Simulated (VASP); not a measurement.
Set up this calculation in VASP 6.6.1, as the native input.

| Item | Value |
| --- | --- |
| Task | band structure |
| Functional | PBE |
| Potentials or basis | VASP PAW PBE potentials, release 64 (Cu, I) |
| Cutoff | 520 eV |
| k mesh | 8 × 8 × 8 |
| Occupations | gaussian, width 0.03 eV |
| Spin | collinear spin, ferromagnetic start |
| Starting moments | [1.0, 0.0] μB |
| Further INCAR settings | ALGO = Normal; EDIFF = 1e-06; NBANDS = 20; AMIX = 0.2; BMIX = 0.0001 |

The structure of CuI lies in POSCAR:

```
CuI                                     
1.0
   -0.0000000000      3.0409226523      3.0409226523
    3.0409226523     -0.0000000000      3.0409226523
    3.0409226523      3.0409226523     -0.0000000000
  Cu              I             
     1     1
Direct
     0.2500000000000000    0.2500000000000000    0.2500000000000000
     0.0000000000000000    1.0000000000000000    1.0000000000000000
```

The input as run:

INCAR

```
SYSTEM = CuI
ALGO     = Normal         ! electronic algorithm
AMIX     = 0.2          
AMIX_MAG = 0.8          
BMIX     = 1E-4         
BMIX_MAG = 1E-4         
EDIFF    = 1E-6           ! SCF threshold, eV
ENCUT    = 520            ! plane-wave cutoff, eV
GGA      = PE             ! functional
ICORELEVEL= 1            
ISIF     = 2              ! what is computed and relaxed
ISMEAR   = 0              ! smearing method
ISPIN    = 2              ! spin polarisation
LASPH    = .True.         ! aspherical terms in the spheres
LCHARG   = .False.        ! write CHGCAR
LMAXMIX  = 4              ! l up to which the mixer works
LORBIT   = 11             ! projections on sites
LREAL    = .False.        ! projectors in reciprocal space
LWAVE    = .False.        ! write WAVECAR
MAGMOM   = 1 0            ! initial moments
NBANDS   = 20             ! bands
NELM     = 150            ! most SCF steps
PREC     = Accurate       ! precision mode
SIGMA    = 0.03           ! smearing width, eV
```

KPOINTS

```
k-points
0
Gamma
  8 8 8
  0 0 0
```

KPOINTS_OPT

```
explicit points
209
Reciprocal
 0.0000000000  0.0000000000  0.0000000000 1
 0.0263157895  0.0000000000  0.0263157895 1
 0.0526315789  0.0000000000  0.0526315789 1
 0.0789473684  0.0000000000  0.0789473684 1
 0.1052631579  0.0000000000  0.1052631579 1
 0.1315789474  0.0000000000  0.1315789474 1
[... 201 lines left out ...]
 0.4250000000  0.0000000000  0.4250000000 1
 0.4500000000  0.0000000000  0.4500000000 1
```

Potentials or basis: VASP PAW PBE potentials, release 64 (Cu, I).

The run is started by

```bash
$ cat potpaw_PBE.64/Cu/POTCAR potpaw_PBE.64/I/POTCAR > POTCAR
$ mpirun -np 1 vasp_std > vasp.out
```

Results of the run:

```json
{"Pressure": "-0.1 GPa", "Band gap on the k mesh": "1.12 eV, direct", "Band gap along the path": "1.12 eV, direct", "Net moment": "0.00 μB per cell", "Valence electrons inside the program's atomic spheres": "Cu 9.91; I 4.30"}
```

Caveat: spin-orbit coupling is left out, which moves the levels of the heavy elements.

It took 88 s on 1 thread of Intel(R) Xeon(R) 6975P-C (Granite Rapids), with other jobs on the host, peak memory 0.25 GiB.
